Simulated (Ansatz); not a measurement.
# H₂Os₃: from a guess to a relaxed structure

Method: DFT PBE, scalar-relativistic, plane waves, PAW in Ansatz. Cutoff 420 eV, Gaussian smearing, Γ-centred meshes. Cell and atoms relax first on a coarse mesh and then on a finer one. In between, the cell is made exact in the group found at 0.06 Å. In metals the finer mesh still leaves noise of several meV/atom or more. The steps can't lower the symmetry of their start. No spin polarisation in the relaxation; trial moments died out in a coarse test.

A trial structure of H₂Os₃ was built thus: random cell by space group and Wyckoff sites (P-6m2, No. 187). The dimensions are guesses.

```cif
data_structure
_symmetry_space_group_name_H-M 'P-6m2'
_symmetry_Int_Tables_number 187
_cell_length_a 3.2738
_cell_length_b 3.2738
_cell_length_c 6.7426
_cell_angle_alpha 90.000
_cell_angle_beta 90.000
_cell_angle_gamma 120.000
_cell_volume 62.58
loop_
_atom_site_label
_atom_site_type_symbol
_atom_site_symmetry_multiplicity
_atom_site_Wyckoff_symbol
_atom_site_fract_x
_atom_site_fract_y
_atom_site_fract_z
_atom_site_occupancy
H1 H 2 i 0.66667 0.33333 0.13284 1
Os1 Os 2 g 0.00000 0.00000 0.34721 1
Os2 Os 1 c 0.33333 0.66667 0.00000 1
```

Formation energies are uncorrected and refer to the elements' standard structures at the same level (H₂ as a molecule).

Q: What does it relax into?

A: The symmetry stays P-6m2 (No. 187). The volume per atom shrinks by 21.3 %, from 12.5 to 9.9 Å³. The shortest distance goes from 1.79 Å (H–H) to 1.87 Å (H–Os). The ratio c/a of the conventional cell changes by a factor of 1.20. The energy falls by about 0.88 eV/atom (the start's value is from the coarse mesh). Conventional cell: a = 2.843 Å, c = 7.041 Å. Around H lie 3 Os at 1.87 Å and 3 Os at 2.13 Å; Os on a site of symmetry 3m is surrounded by 3 H at 1.87 Å and 1 Os at 2.52 Å; Os on a site of symmetry -6m2 is surrounded by 6 H at 2.13 Å.

```xyz
5
Lattice="2.8429 0.0000 0.0000 -1.4214 2.4620 0.0000 0.0000 0.0000 7.0412" Properties=species:S:1:pos:R:3 pbc="T T T"
H     1.4214    0.8207    1.3557
H     1.4214    0.8207    5.6854
Os    0.0000    0.0000    2.2600
Os    0.0000    0.0000    4.7812
Os    0.0000    1.6413    0.0000
```

Q: How does it come out in energy, and is it a metal?

A:

| Property | Result |
| --- | --- |
| Energy over the elements | +0.55 eV/atom |
| Gap on the 18×18×6 mesh of the 5-atom cell | 0 eV (a metal) |

A positive value: parting into the elements would lower its energy.

The last run used Gaussian smearing of 0.10 eV. These runs have no spin–orbit coupling, which can matter for Os. With hydrogen, zero-point motion can shift formation energies by some tens of meV/atom. A later test with randomly moved atoms led to a structure 154 meV/atom lower, so this end is a saddle point or a shallow minimum.
